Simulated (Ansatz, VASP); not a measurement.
## Zr: VASP beside Ansatz

```
Zr
1.0
     3.27691    0.00000    0.00000
    -1.63845    2.83789    0.00000
     0.00000    0.00000    5.23215
Zr
2
Direct
  0.33333 0.66667 0.25000
  0.66667 0.33333 0.75000
```

Alike in both runs: functional PBE; k mesh 16 × 16 × 10; occupations gaussian, width 0.05 eV; no spin polarisation.

Ansatz relaxed the structure, and its values are those at the end. VASP's run is a single point on that final structure, the one shown.

|  | VASP | Ansatz |
| --- | --- | --- |
| version | VASP 6.6.1 | Ansatz 0.2.0 |
| potentials or method | VASP PAW PBE potentials, release 64 (Zr_sv) | scalar-relativistic, plane waves, PAW |
| plane-wave cutoff (eV) | 520 | 420 |
| valence electrons in the cell | 24 | 24 |

```csv
,VASP,Ansatz,Ansatz less VASP
gap on the k mesh at the Fermi level (eV),none,none,-
pressure (GPa),-3.5,-3.5,0.00
```

A gap of «none» marks a metal or a gap that the smearing closes. With one functional, cell and mesh, what is left measures potentials, basis and numerics.
